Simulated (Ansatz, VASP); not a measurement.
**One calculation of Al, two programs**

```xyz
2
Lattice="2.8716 0.0000 0.0000 -1.4358 2.4869 0.0000 0.0000 0.0000 4.8961" Properties=species:S:1:pos:R:3 pbc="T T T"
Al    1.4358    0.8290    3.6721
Al    0.0000    1.6579    1.2240
```

Alike in both runs: task single point; functional r2SCAN; k mesh 18 × 18 × 10; occupations gaussian, width 0.1 eV; no spin polarisation.

|  | VASP | Ansatz |
| --- | --- | --- |
| version | VASP 6.6.1 | Ansatz 0.2.0 |
| potentials or method | VASP PAW PBE potentials, release 64 (Al) | scalar-relativistic, plane waves, PAW |
| plane-wave cutoff (eV) | 520 | 500 |
| valence electrons in the cell | 6 | 6 |

|  | VASP | Ansatz | Ansatz less VASP |
| --- | --- | --- | --- |
| gap on the k mesh at the Fermi level (eV) | none | none | - |
| pressure (GPa) | -6.6 | -6.3 | +0.25 |
| largest component of the traceless stress (GPa) | 0.24 | 0.25 | +0.011 |

A gap of «none» marks a metal or a gap that the smearing closes.

Caveats: the PAW data sets were made with another functional, which shifts forces and pressure a little (VASP).
